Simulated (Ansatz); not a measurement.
GaAs (F-43m): gap against strain (isotropic on every length)

A 2-atom cell of GaAs started from a crystallographic database, relaxed with r2SCAN in the plane-wave code Ansatz, then strained (isotropic on every length; changes of length per length, axes as in the cell below) with the atoms relaxed again within the symmetry that is left. It is cubic, F-43m (No. 216); a = 5.666 Å in the conventional setting, 22.74 Å³ an atom. Around Ga lie 4 As at 2.45 Å; around As lie 4 Ga at 2.45 Å. Spin-unpolarised throughout; all numbers are computed.

```
CELL_PARAMETERS angstrom
0.00000 2.83308 2.83308
2.83308 0.00000 2.83308
2.83308 2.83308 0.00000
ATOMIC_POSITIONS crystal
Ga 0.00000 0.00000 0.00000
As 0.25000 0.25000 0.25000
```

Gaps are the least over each mesh (r2SCAN 8×8×8, HSE06 6×6×6 when unstrained) and the special points, which keep their unstrained names; stress is the change from the unstrained cell, compression positive.

| strain (%) | gap, r2SCAN (eV) | gap, HSE06 (eV) | edges, HSE06 | mean stress, r2SCAN (GPa) | energy rise, r2SCAN (meV/atom) |
| --- | --- | --- | --- | --- | --- |
| -2.9 | 1.604 | 1.896 | Γ → X | +7.83 | 43.4 |
| 0.0 | 0.962 | 1.364 | Γ | 0.00 | 0.0 |
| +2.36 | 0.413 | 0.780 | Γ | -4.32 | 23.6 |
| +3.47 | 0.169 | 0.518 | Γ | -5.85 | 49.1 |

With HSE06 the edges change from Γ → X (indirect) to Γ (direct) between -2.9 and 0.0 %. With r2SCAN the edges change from Γ → X (indirect) to Γ (direct) between -2.9 and 0.0 %.

The runs are scalar-relativistic, without spin-orbit coupling.

The meshes of the hybrids are coarse, so their gaps aren't converged to the digits shown.
